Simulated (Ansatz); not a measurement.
# BaTiO3 (P4mm) in Ansatz: notebook, part 3 of 3

Ansatz 0.2.0. Earlier steps stand in the parts before.

## Step 5: Relaxation of cell and atoms, BLYP+D4

input.yaml

```yaml
crystal:
  lattice:
    - [3.9998, 0.0, 0.0]
    - [0.0, 3.9998, 0.0]
    - [0.0, 0.0, 4.018]
  atoms:
    - { symbol: Ba, position: [0.0, 0.0, 0.0] }
    - { symbol: Ti, position: [0.5, 0.5, 0.49] }
    - { symbol: O, position: [0.0, 0.5, 0.517] }
    - { symbol: O, position: [0.5, 0.0, 0.517] }
    - { symbol: O, position: [0.5, 0.5, 0.019] }
hamiltonian:
  xc: blyp
  pseudopotentials: { kind: paw }
  dispersion: d4
kpoints:
  mp_grid: { grid: [7, 7, 7] }
scf:
  occupations: { method: fermi_dirac, width: 0.05 }
output:
  forces: true
  stress: true
relax:
  f_tol: 0.01
  max_steps: 40
  cell: { stress_tol: 0.05 }
```

Potentials or basis: Ansatz PAW.

Run with:

```console
$ ansatz run input.yaml --threads 2 --pin off --max-ram 5632MiB --backend cpu --events-out ev --progress --plain --runs-dir out
```

The program printed:

```text
Warning: RAYON_NUM_THREADS=2 ignored (pool sized by the plan → 2); use --threads N
Engine: ansatz 0.2.0, x86_64-unknown-linux-gnu
Pseudopotentials: kind: paw
Pseudopotential: Ba, paw, valence charge 10, recommended cutoff 420 eV (normal), Ba.paw.azcp
Pseudopotential: Ti, paw, valence charge 12, recommended cutoff 420 eV (normal), Ti.paw.azcp
Pseudopotential: O, paw, valence charge 6, recommended cutoff 420 eV (normal), O.paw.azcp
Functional definition: BLYP
  parameter beta = 0.0042
  parameter a = 0.04918
  parameter b = 0.132
  parameter c = 0.2533
  parameter d = 0.349
  exchange = b88_x(beta = beta)
  correlation = lyp_c(a = a, b = b, c = c, d = d)
Crystal: 5 atoms, lattice volume = 64.282 Å³
Basis set: ecut = 420 eV, 1237 PW (Γ), exchange–correlation on 54×54×54 points (8 copies of the dense FFT grid, shifted against one another)
Bands: 25, of which v1, the nominal top of the filled ones, is band 20 counted from 1 (19 counted from 0)
Symmetry: 8 space group operations
Space group: P4mm (ITA 99), of the structure as read, at distance tolerance 4.0e-5 Å
k-points: 40 of 343 (time reversal used)
Non-local potential: Ba, projectors of the file, l = 0: 3, l = 1: 2, l = 2: 2, l = 3: 2
Non-local potential: Ti, projectors of the file, l = 0: 3, l = 1: 2, l = 2: 3, l = 3: 1
Non-local potential: O, projectors of the file, l = 0: 2, l = 1: 2, l = 2: 1
PAW form: soft (Blöchl's): semilocal exchange-correlation on the pseudo side does not see the compensation charge
PAW frozen core: Ba, regenerated for the run's functional, and the local potential with it (the file was generated under x = pbe(κ = 0.804, μ = 0.2195149727645171), c = pbe(β = 0.06672455060314922))
PAW frozen core: Ti, regenerated for the run's functional, and the local potential with it (the file was generated under x = pbe(κ = 0.804, μ = 0.2195149727645171), c = pbe(β = 0.06672455060314922))
PAW frozen core: O, regenerated for the run's functional, and the local potential with it (the file was generated under x = pbe(κ = 0.804, μ = 0.2195149727645171), c = pbe(β = 0.06672455060314922))
PAW one-centre angular grid: Ba, 194 points (default); XC on 64 Gauss nodes
PAW one-centre angular grid: Ti, 590 points (default); XC on 64 Gauss nodes
PAW one-centre angular grid: O, 110 points (default); XC on 64 Gauss nodes
Initial density: superposition of atomic densities (neutral atoms: chi_scale 0, normalization atom), corrected by the library's trained network
Initial wavefunctions: pseudopotential atomic-orbital guess
Functional: x = b88, c = lyp
SCF iter   1: F=—  HF=-10192.773828 eV  |F-HF|=—  |Δ(HF+E_count)|=         —  Δρ=2.00e-2  dr2=1.90e-1  ethr=1.77e-3  ⟨swp⟩=6.1  Hψ=4982  notcnv=0
preconditioner: auto → Resta (q_TF=auto, 2.521 Å⁻¹)  ε∞=5.9  [insulator: Δε(μ)=2.127 eV  Ē_g=11.866 eV  σ=0.050 eV  W_gap=1.00  n_scr=18 (ndim 8)  ℏωp=26.2 eV  f_vac=0.000  D(μ)=0.00/eV (n_scr^D=0)  ε∞_Penn≈5.9]
SCF iter   2: F=—  HF=-10192.727112 eV  |F-HF|=—  |Δ(HF+E_count)|=   4.67e-2  Δρ=3.88e-3  dr2=9.73e-3  ethr=4.76e-4  ⟨swp⟩=2.1  Hψ=1857  notcnv=0  defer=30
SCF iter   3: F=—  HF=-10192.725932 eV  |F-HF|=—  |Δ(HF+E_count)|=   1.18e-3  Δρ=1.16e-3  dr2=7.88e-4  ethr=2.43e-5  ⟨swp⟩=2.1  Hψ=1384  notcnv=0  defer=30
SCF iter   4: F=—  HF=-10192.725983 eV  |F-HF|=—  |Δ(HF+E_count)|=   5.12e-5  Δρ=1.31e-4  dr2=8.48e-6  ethr=1.97e-6  ⟨swp⟩=2.1  Hψ=1561  notcnv=0  defer=30
SCF iter   5: F=—  HF=-10192.726420 eV  |F-HF|=—  |Δ(HF+E_count)|=   4.37e-4  Δρ=3.02e-5  dr2=3.15e-7  ethr=2.12e-8  ⟨swp⟩=2.0  Hψ=1770  notcnv=0  defer=30
SCF iter   6: F=-10192.726421 eV  HF=-10192.726421 eV  |F-HF|=7.67e-9  |Δ(HF+E_count)|=   2.28e-7  Δρ=5.08e-6  dr2=1.05e-8  ethr=2.50e-10  ⟨swp⟩=5.7  Hψ=3709  notcnv=0
SCF 1 converged in 6 iterations: F = -10192.726421 eV  dr2 = 1.05e-8
relax step   1: F+E_penalty+E_count = -10192.72642063 eV  Δ(F+E_penalty+E_count) = +0.000e0 eV  max|allowed force component| = 3.068e-1 eV/Å  Δτ_max = 0.0000 Å  P = +2.550 GPa  Ω = 64.282 Å³  (6 SCF iters, dr2 threshold 1.00e-7 eV, accepted)
Crystal: 5 atoms, lattice volume = 65.489 Å³
Basis set: ecut = 420 eV, 1309 PW (Γ), exchange–correlation on 54×54×54 points (8 copies of the dense FFT grid, shifted against one another)
Initial density: handed on by an earlier stage of this run
[... 155 lines left out ...]
SCF iter   4: F=—  HF=-10192.768127 eV  |F-HF|=—  |Δ(HF+E_count)|=   2.31e-6  Δρ=6.26e-6  dr2=1.83e-8  ethr=1.29e-9  ⟨swp⟩=2.3  Hψ=1771  notcnv=0
iter 5 did not close the SCF: its close was put off for the readings that it lacked (scf_convergence_deferred on its scf_iter line)
SCF iter   5: F=-10192.768127 eV  HF=-10192.768127 eV  |F-HF|=7.99e-10  |Δ(HF+E_count)|=   9.46e-9  Δρ=1.98e-6  dr2=1.81e-9  ethr=4.59e-11  ⟨swp⟩=2.1  Hψ=1563  notcnv=0
SCF iter   6: F=-10192.768127 eV  HF=-10192.768127 eV  |F-HF|=6.55e-11  |Δ(HF+E_count)|=  1.38e-10  Δρ=6.24e-7  dr2=2.66e-10  ethr=4.51e-12  ⟨swp⟩=3.5  Hψ=3727  notcnv=0
SCF 14 converged in 6 iterations: F = -10192.768127 eV  dr2 = 2.66e-10
relax step  14: F+E_penalty+E_count = -10192.76812691 eV  Δ(F+E_penalty+E_count) = +1.871e-4 eV  max|allowed force component| = 2.455e-3 eV/Å  Δτ_max = 0.0023 Å  P = +0.003 GPa  Ω = 66.864 Å³  energy of the carried Pulay correction = -2.151e-4 eV  (6 SCF iters, dr2 threshold 1.23e-8 eV, accepted)
iter 1 solved again at ethr=3.38e-8 eV; its pass at ethr=3.10e-3 eV (dr2=1.35e-5 eV) is discarded
SCF iter   1: F=—  HF=-10192.768218 eV  |F-HF|=—  |Δ(HF+E_count)|=         —  Δρ=5.47e-5  dr2=2.04e-7  ethr=3.38e-8  ⟨swp⟩=3.1  Hψ=8017  notcnv=0
preconditioner: auto → Resta (q_TF=auto, 2.504 Å⁻¹)  ε∞=5.6  [insulator: Δε(μ)=1.964 eV  Ē_g=11.943 eV  σ=0.050 eV  W_gap=1.00  n_scr=18 (ndim 8)  ℏωp=25.7 eV  f_vac=0.000  D(μ)=0.00/eV (n_scr^D=0)  ε∞_Penn≈5.6]
SCF iter   2: F=—  HF=-10192.768317 eV  |F-HF|=—  |Δ(HF+E_count)|=   9.92e-5  Δρ=2.73e-5  dr2=4.29e-8  ethr=5.09e-10  ⟨swp⟩=2.9  Hψ=1995  notcnv=0
SCF iter   3: F=—  HF=-10192.768321 eV  |F-HF|=—  |Δ(HF+E_count)|=   4.09e-6  Δρ=1.63e-5  dr2=1.65e-8  ethr=1.07e-10  ⟨swp⟩=1.2  Hψ=1021  notcnv=0
SCF iter   4: F=—  HF=-10192.768323 eV  |F-HF|=—  |Δ(HF+E_count)|=   2.23e-6  Δρ=1.22e-6  dr2=6.23e-10  ethr=4.13e-11  ⟨swp⟩=2.3  Hψ=1743  notcnv=0
SCF iter   5: F=—  HF=-10192.768323 eV  |F-HF|=—  |Δ(HF+E_count)|=   2.81e-9  Δρ=4.63e-7  dr2=1.19e-10  ethr=1.56e-12  ⟨swp⟩=2.3  Hψ=1620  notcnv=0
SCF iter   6: F=-10192.768323 eV  HF=-10192.768323 eV  |F-HF|=7.28e-12  |Δ(HF+E_count)|=  9.09e-12  Δρ=1.92e-7  dr2=1.86e-11  ethr=1.00e-12  ⟨swp⟩=4.8  Hψ=3503  notcnv=0
SCF 15 converged in 6 iterations: F = -10192.768323 eV  dr2 = 1.86e-11
relax step  15: F+E_penalty+E_count = -10192.76832300 eV  Δ(F+E_penalty+E_count) = -1.961e-4 eV  max|allowed force component| = 2.484e-3 eV/Å  Δτ_max = 0.0000 Å  P = +0.004 GPa  Ω = 66.864 Å³  stress off target by 4.60e-3 GPa  SCF on the basis re-selected at this cell (its energy is not comparable with the rows above)  (6 SCF iters)
basis re-selected at this cell: Δ(F+E_penalty+E_count) = -1.961e-4 eV, ΔP = +0.001 GPa vs the last step (what re-selecting the basis moved, of the pressure what is left beyond the Pulay correction that the steps carried, after the strain that the cell walked since its last selection, with what the two solves' SCF thresholds leave and, on support functions, any second-order correction that the steps lacked; it is no measure of the basis error at this ecutwfc). This SCF's stress stands 4.60e-3 GPa from its target on what of the cell is left free (relax.cell.stress_tol is 5.00e-2 GPa) and its largest allowed force component is 2.48e-3 eV/Å (relax.f_tol is 1.00e-2 eV/Å): within both
SCF converged after 6 iterations
Free energy (F): -10192.768323 eV
Harris-Foulkes:  -10192.768323 eV  (|F-HF|=7.28e-12)
Internal energy: -10192.768323 eV  (E = F + TS)
E sigma→0 (E₀):  -10192.768323 eV
Fermi energy:    11.214621 eV
--- Per-component energies (eV) ---
  E_band       = -148.566213
  E_kinetic    = 970.690006
  E_local      = -2191.683214  (includes V_loc(G=0)·N_el)
  E_nonlocal   = 206.803443
  E_hartree    = 856.820014
  E_xc         = -484.929425
  E_vxc        = -536.678961  (∫ρ·V_xc dr)
  E_paw        = -6783.510830  (= ΣΔE_a)
  E_vpaw       = -311.345194  (= ΣTr[D̂ρ^β])
  E_aug_tail   = 0.007598  (compensation charges beyond the density's cutoff)
  E_ewald      = -2765.149637
  E_disp       = -1.921890  (pairwise vdW)
  E_core_change = 0.105611  (= ΣΔE_core)
  E_smearing   = -0.000000  (= −TS)
  E_closure    = -0.000000  (closes the sum)
  Σ components = -10192.768323   (vs F -10192.768323, Δ=0.00e0)
--- Forces (eV/Å), atoms counted from 1 ---
  atom   1  Ba    -0.00000000     0.00000000    -0.00249592
  atom   2  Ti    -0.00000000     0.00000000     0.00045370
  atom   3  O     -0.00000000     0.00000000     0.00163307
  atom   4  O      0.00000000    -0.00000000     0.00163307
  atom   5  O     -0.00000000    -0.00000000    -0.00128320
  max |Σ_I F_I| component: 5.93e-5 eV/Å
--- Stress (GPa, compression-positive) ---
        0.004603      -0.000000       0.000000
       -0.000000       0.004603       0.000000
        0.000000       0.000000       0.002269
  P = ⅓ Tr σ = 0.0038 GPa (0.038 kbar)
--- Relaxed structure (12 steps of the walk, 12 accepted, 3 SCFs on fresh bases) ---
  F+E_penalty+E_count = -10192.76832300 eV   max|allowed force component| = 2.484e-3 eV/Å   (the final SCF, on the basis selected at the relaxed cell)
  cell:  # Å, volume = 66.8639 Å³
    - [3.9828050450325767, -6.586335398412602e-33, 3.671612537893384e-17]
    - [-6.345958194090974e-33, 3.9828050450325767, -3.490277006750035e-32]
    - [3.6883192102744174e-17, -3.5061585612084705e-32, 4.215153414188348]
  atoms:
    - { symbol: Ba, position: [-2.4721876308942114e-18, 6.741091859948328e-35, -0.01266664194680561] }
    - { symbol: Ti, position: [0.5, 0.5, 0.471561411271321] }
    - { symbol: O, position: [8.116940733393113e-19, 0.5, 0.5211588421804433] }
    - { symbol: O, position: [0.5, 2.6001354316943523e-34, 0.5211588421804433] }
    - { symbol: O, position: [0.5, 0.5, 0.04178754631459783] }
```

Run time: 97 s. Hardware: 2 threads of Intel Xeon at 2.50GHz (Skylake/Cascade Lake), shared host; peak memory 0.45 GiB.

Results:

| Property | Result |
| --- | --- |
| Free energy | -10192.7683 eV |
| Relaxed volume | 13.37 Å³/atom |
| Relaxed cell | a = 3.983 Å, b = 3.983 Å, c = 4.215 Å, α = 90.00°, β = 90.00°, γ = 90.00° |
| Space group after relaxing (to 0.05 Å) | P4mm (No. 99) |
| Energy gained by relaxing | 8.4 meV/atom |
| Ionic steps | 15 |
| Pressure after relaxing | 0.0 GPa |
| Band gap on the k mesh | 1.96 eV |

Forces on the atoms (eV/Å):
```
Ba   0.000  0.000 -0.002
Ti   0.000  0.000  0.000
O    0.000  0.000  0.002
O    0.000  0.000  0.002
O    0.000  0.000 -0.001
```

The path:
| step | energy change (eV) | largest force (eV/Å) | volume (Å³) |
| --- | --- | --- | --- |
| 1 | 0.0000 | 0.3068 | 64.28 |
| 2 | -0.0075 | 0.3309 | 65.49 |
| 3 | -0.0091 | 0.2408 | 65.43 |
| 4 | -0.0122 | 0.2386 | 65.36 |
| 5 | -0.0240 | 0.2317 | 65.34 |
| 6 | -0.0282 | 0.0326 | 66.36 |
| 7 | -0.0283 | 0.0064 | 66.40 |
| 8 | -0.0283 | 0.0107 | 66.41 |
| 9 | -0.0284 | 0.0010 | 66.40 |
| 10 | -0.0406 | 0.0017 | 66.40 |
| 11 | -0.0401 | 0.0294 | 66.79 |
| 12 | -0.0401 | 0.0035 | 66.81 |
| 13 | -0.0419 | 0.0037 | 66.81 |
| 14 | -0.0417 | 0.0025 | 66.86 |
| 15 | -0.0419 | 0.0025 | 66.86 |

Final structure:
```
Ba Ti O
1.0
     3.98281    0.00000    0.00000
     0.00000    3.98281    0.00000
     0.00000    0.00000    4.21515
Ba Ti O
1 1 3
Direct
  0.00000 0.00000 0.98733
  0.50000 0.50000 0.47156
  0.00000 0.50000 0.52116
  0.50000 0.00000 0.52116
  0.50000 0.50000 0.04179
```

Caveat: odd divisions of the mesh miss points on the zone boundary, where band edges often lie, so the gap on the mesh can be too wide; the plane-wave basis is chosen anew once the cell has moved, so the energies of steps on either side of that aren't comparable; the pressure holds a Pulay correction of +0.6 GPa for the finite cutoff; spin-orbit coupling is left out, which moves the levels of the heavy elements; the PAW data sets come from PBE, with cores solved anew for the run's functional, which leaves a small shift of forces and pressure. A k mesh can miss the band edges.

## Step 6: Single point, PBE

input.yaml, as its differences from that of step 5:

```diff
@@ -12,5 +12,4 @@
 hamiltonian:
-  xc: blyp
+  xc: pbe
   pseudopotentials: { kind: paw }
-  dispersion: d4
 kpoints:
@@ -18,3 +17,3 @@
 scf:
-  occupations: { method: fermi_dirac, width: 0.05 }
+  occupations: { method: gaussian, width: 0.015 }
 output:
@@ -22,5 +21,2 @@
   stress: true
-relax:
-  f_tol: 0.01
-  max_steps: 40
-  cell: { stress_tol: 0.05 }
+  eigenvalues: true
```

Potentials or basis: Ansatz PAW.

Run with:

```console
$ ansatz run input.yaml --threads 2 --pin off --max-ram 5632MiB --backend cpu --events-out ev --progress --plain --runs-dir out
```

Wall time 6 s (2 threads of Intel Xeon at 2.50GHz (Skylake/Cascade Lake), shared host); peak memory 0.42 GiB.

It converged, with:

```
Free energy            : -10159.5778 eV
Pressure               : 2.4 GPa
Largest force          : 0.311 eV/Å
Band gap on the k mesh : 1.93 eV, indirect (least direct gap 2.09 eV)
```

Forces on the atoms (eV/Å):
```
Ba   0.000  0.000  0.042
Ti   0.000  0.000 -0.148
O    0.000  0.000 -0.102
O    0.000  0.000 -0.102
O    0.000  0.000  0.311
```

Stress tensor (GPa, compression positive):
```
2.13 0.00 0.00
0.00 2.13 0.00
0.00 0.00 3.02
```

Levels at points of the mesh, in eV from the valence-band top:
| k point | band 17 | band 18 | band 19 | band 20 | band 21 | band 22 | band 23 | band 24 |
| --- | --- | --- | --- | --- | --- | --- | --- | --- |
| (0.00, 0.00, 0.00) | -1.06 | -0.17 | -0.16 | -0.16 | 1.93 | 2.14 | 2.14 | 4.12 |

Caveat: odd divisions of the mesh miss points on the zone boundary, where band edges often lie, so the gap on the mesh can be too wide; the pressure holds a Pulay correction of +0.5 GPa for the finite cutoff; spin-orbit coupling is left out, which moves the levels of the heavy elements.

## Step 7: The runs side by side

```csv
task,level,cell,smearing,gap on the mesh (eV),pressure (GPa),relaxed volume (Å³/atom)
relaxation of cell and atoms,PBE+D3(BJ),relaxed,fermi-dirac 0.05 eV,1.97,0.0,12.92
relaxation of cell and atoms,PBE+D4,relaxed,fermi-dirac 0.05 eV,1.97,0.0,13.01
relaxation of cell and atoms,BLYP+D3(BJ),relaxed,fermi-dirac 0.05 eV,1.97,0.0,13.02
relaxation of cell and atoms,BLYP+D4,relaxed,fermi-dirac 0.05 eV,1.96,0.0,13.37
single point,PBE,as given,gaussian 0.015 eV,1.93,2.4,-
```

Alike in all rows: potentials or basis Ansatz PAW; no spin polarisation; k mesh 7 × 7 × 7; cutoff (eV) 420.

Caveats: odd divisions of the mesh miss points on the zone boundary, where band edges often lie, so the gap on the mesh can be too wide; spin-orbit coupling is left out, which moves the levels of the heavy elements; the plane-wave basis is chosen anew once the cell has moved, so the energies of steps on either side of that aren't comparable (some runs); the PAW data sets come from PBE, with cores solved anew for the run's functional, which leaves a small shift of forces and pressure (some runs).

Absolute energies hang on the potentials; compare differences alone.
